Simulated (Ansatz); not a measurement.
**CoO: further runs on the relaxed cell**

One table from this session's results is given with a row withheld; the runs are named, their logs left out.

Method: DFT PBE, scalar-relativistic, plane waves, PAW, in Ansatz 0.2.0.

1 further run of the same task is left out (set aside as unsound or not needed).

## The system as given

Symmetry: R-3m, No. 166, trigonal system. Conventional cell: a = 3.091 Å, b = 3.091 Å, c = 6.895 Å, α = 90.00°, β = 90.00°, γ = 120.00°. Co (site symmetry -3m) is surrounded by 6 O at 2.12 Å. Around O (site symmetry -3m) lie 6 Co at 2.12 Å.

Coordinates:

```cif
data_structure
_symmetry_space_group_name_H-M 'P 1'
_symmetry_Int_Tables_number 1
_cell_length_a 2.9098
_cell_length_b 2.9098
_cell_length_c 2.9098
_cell_angle_alpha 64.156
_cell_angle_beta 64.156
_cell_angle_gamma 64.156
_cell_volume 19.01
loop_
_atom_site_label
_atom_site_type_symbol
_atom_site_fract_x
_atom_site_fract_y
_atom_site_fract_z
_atom_site_occupancy
Co1 Co 0.00000 0.00000 0.00000 1
O1 O 0.50000 0.50000 0.50000 1
```

It goes back to an entry of the Materials Project, which need not be the stable form.

It is the result of an earlier relaxation at this level (volume 9.51 Å³/atom; gap on the mesh: none (metal), site moments up to 2.5 μB).

The first run:

input.yaml reads:

```yaml
crystal:
  lattice:
    - [1.5453428135, 0.8922040894, 2.2984950552]
    - [-1.5453428135, 0.8922040894, 2.2984950552]
    - [0.0, -1.7844081787, 2.2984950552]
  atoms:
    - { symbol: Co, position: [0.0, 0.0, 0.0], spin: 2.7 }
    - { symbol: O, position: [0.5, 0.5, 0.5], spin: 0.34 }
basis:
  ecutwfc: 420
kpoints:
  mp_grid: { grid: [18, 18, 18] }
  band_path:
    path:
      - [[0.0, 0.0, 0.0], [0.5, 0.5, 0.5], [0.73288332, 0.26711668, 0.5]]
      - [[0.5, -0.26711668, 0.26711668], [0.5, 0.0, 0.0], [0.0, 0.0, 0.0], [0.38355834, -0.38355834, 0.0]]
      - [[0.61644166, 0.0, 0.38355834], [0.5, 0.0, 0.5], [0.0, 0.0, 0.0]]
    npoints: 14
hamiltonian:
  xc: pbe
scf:
  occupations: { method: gaussian, width: 0.1 }
  n_extra_bands: 6
output:
  forces: true
  stress: true
  eigenvalues: true
  populations: true
  dos: { projected: true, de: 0.02, nscf_kmesh: { grid: [27, 27, 27] } }
  bader: true
  write_density: true
  write_potential: true
  elf: true
  volumetric_format: npy
magnetization:
  spin_polarized: true
checkpoint:
  read: start.run
  write: ck
  compress: false
  write_wavefunctions: false
  write_every: 100000
```

Run with:

```console
$ ansatz run input.yaml --threads 1 --pin off --max-ram 2560MiB --backend cpu --events-out ev --progress --plain --runs-dir out
```

Among the steps run: Bands, states and charges; Relaxing with PBEsol; The cell under LDA; The cell under PBE+D3(BJ).

One of the session's tables, all rows but one given; the rest of the session is left out.

It belongs to the step «Relaxed cells side by side». 

| functional | a (Å) | b (Å) | c (Å) | volume (Å³/atom) |
| --- | --- | --- | --- | --- |
| PBE | 2.910 | 2.910 | 2.910 | 9.51 |
| PBEsol | ? | ? | ? | ? |
| LDA | 2.769 | 2.769 | 2.769 | 8.40 |
| PBE+D3(BJ) | 2.873 | 2.873 | 2.873 | 9.27 |

Estimate the missing values for PBEsol.

**Answer.** a (Å): 2.832; b (Å): 2.832; c (Å): 2.832; volume (Å³/atom): 8.96. In the column «a (Å)» it lies between LDA (2.769) and PBE+D3(BJ) (2.873).

Caveats from the session: Without a U such compounds often come out metallic though many are antiferromagnetic insulators. Warnings in the runs' records: stability check not made, relaxed geometry near dispersion switch, dispersion switch in reach.
